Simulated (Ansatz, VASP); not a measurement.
Two plane-wave programs on Pd

The input INCAR:

```
SYSTEM = Pd
PREC = Accurate ; ENCUT = 520
EDIFF = 1E-6 ; ISMEAR = -1
SIGMA = 0.1 ; LREAL = .False.
LASPH = .True. ; NELM = 100
ALGO = Fast ; ISIF = 2
LWAVE = .False. ; LCHARG = .False.
GGA = RP ; NBANDS = 11
```

File KPOINTS:

```
Automatic mesh
0
Gamma
  12 12 12
  0 0 0
```

POSCAR

```
Pd
1.0
   -1.6472623784      1.6472623784      1.6472623784
    1.6472623784     -1.6472623784      1.6472623784
    1.6472623784      1.6472623784     -1.6472623784
Pd
1
Direct
    0.0000000000      0.0000000000      0.0000000000
```

Contents of input.yaml:

```yaml
crystal:
  lattice:
    - [-1.6472623784, 1.6472623784, 1.6472623784]
    - [1.6472623784, -1.6472623784, 1.6472623784]
    - [1.6472623784, 1.6472623784, -1.6472623784]
  atoms:
    - { symbol: Pd, position: [0.0, 0.0, 0.0] }
hamiltonian:
  xc: rpbe
  pseudopotentials: { kind: paw }
kpoints:
  mp_grid: { grid: [12, 12, 12] }
  band_path:
    path:
      - [[0.0, 0.0, 0.0], [0.5, -0.5, 0.5], [0.0, 0.0, 0.5], [0.0, 0.0, 0.0], [0.25, 0.25, 0.25], [0.5, -0.5, 0.5]]
      - [[0.25, 0.25, 0.25], [0.0, 0.0, 0.5]]
    npoints: 14
scf:
  occupations: { method: fermi_dirac, width: 0.1 }
  n_extra_bands: 6
output:
  forces: true
  stress: true
  eigenvalues: true
  fatbands: false
```

Change from the starting cell: volume scaled by 1.15.

Alike in both runs: functional RPBE; k mesh 12 × 12 × 12; occupations fermi-dirac, width 0.1 eV; no spin polarisation.

|  | VASP | Ansatz |
| --- | --- | --- |
| version | VASP 6.6.1 | Ansatz 0.2.0 |
| potentials or method | VASP PAW PBE potentials, release 64 (Pd) | Ansatz PAW |
| plane-wave cutoff (eV) | 520 | 420 |
| valence electrons in the cell | 10 | 18 |
| task | single point | band structure |

|  | VASP | Ansatz | Ansatz less VASP |
| --- | --- | --- | --- |
| gap on the k mesh at the Fermi level (eV) | none | none | - |
| pressure (GPa) | -12.0 | -11.9 | +0.12 |

A gap of «none» marks a metal or a gap that the smearing closes. The two sets of potentials don't hold the same shells in valence.

Caveats: the PAW data sets were made with another functional, which shifts forces and pressure a little (VASP); the PAW data sets come from PBE, with cores solved anew for the run's functional, which leaves a small shift of forces and pressure (Ansatz).
